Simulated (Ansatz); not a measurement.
# Bi: equation of state

One table from this session's results is given with a row withheld; the runs are named, their logs left out.

Program: Ansatz 0.2.0. Level of theory: DFT PBE, scalar-relativistic. These are calculated values, not measurements.

### The system as given

The structure is monoclinic, space group C2/m (No. 12). The conventional cell has a = 6.673 Å, b = 6.111 Å, c = 3.300 Å, α = 90.00°, β = 110.41°, γ = 90.00°. Bi (site symmetry m) is surrounded by 6 Bi at 3.15 to 3.31 Å.

Coordinates:

```
CELL_PARAMETERS angstrom
3.33628 -3.05540 0.00000
3.33628 3.05540 0.00000
-1.15098 0.00000 3.09291
ATOMIC_POSITIONS crystal
Bi 0.25180 0.25180 0.14900
Bi 0.74820 0.74820 0.85100
```

The structure is an experimental refinement, used without relaxation.

Atoms are numbered in the order of the input: Bi1, Bi2.

Set-up of the first run:

File input.yaml:

```yaml
crystal:
  lattice:
    - [3.2911896077, -3.0141057488, 0.0]
    - [3.2911896077, 3.0141057488, 0.0]
    - [-1.1354243093, 0.0, 3.0511087947]
  atoms:
    - { symbol: Bi, position: [0.2518, 0.2518, 0.149] }
    - { symbol: Bi, position: [0.7482, 0.7482, 0.851] }
kpoints:
  mp_grid: { grid: [8, 8, 12] }
scf:
  occupations: { method: fermi_dirac, width: 0.05 }
hamiltonian:
  xc: pbe
  pseudopotentials: { kind: all_electron, lapw: { basis_error: 0.001 } }
output:
  forces: true
  stress: true
  eigenvalues: true
```

Steps of the session up to this table: Volume × 0.96, LAPW; Volume × 0.96, PAW; Volume × 0.96, crystal datasets; Volume × 0.98, LAPW; Volume × 0.98, PAW; Volume × 1.02, LAPW; Volume × 1.02, PAW; Volume × 1.04, LAPW; Volume × 1.04, PAW; Volume × 1.04, crystal datasets.

One of the session's tables, all rows but one given; the rest of the session is left out.

It belongs to the step «The equation of state». 

| method | volume (Å³/atom) | pressure (GPa) | largest force (eV/Å) |
| --- | --- | --- | --- |
| LAPW | 30.267 | 7.14 | 0.020 |
| LAPW | 30.898 | 5.58 | 0.016 |
| LAPW | 31.528 | 4.17 | 0.036 |
| LAPW | 32.159 | 2.91 | 0.057 |
| LAPW | 32.789 | 1.77 | 0.077 |
| PAW | 30.267 | 7.12 | 0.020 |
| PAW | 30.898 | 5.56 | 0.016 |
| PAW | 31.528 | 4.15 | 0.036 |
| PAW | 32.159 | 2.89 | 0.057 |
| PAW | 32.789 | 1.75 | 0.077 |
| crystal datasets | 30.267 | 7.14 | 0.020 |
| crystal datasets | 31.528 | 4.17 | 0.036 |
| crystal datasets | 32.789 | ? | ? |

**Question.** Estimate the row for crystal datasets, 32.789.

**Answer.** pressure (GPa): 1.77; largest force (eV/Å): 0.076.

Caveats from the session: Warnings in the runs' records: gradients without spin orbit, crystal datasets made.
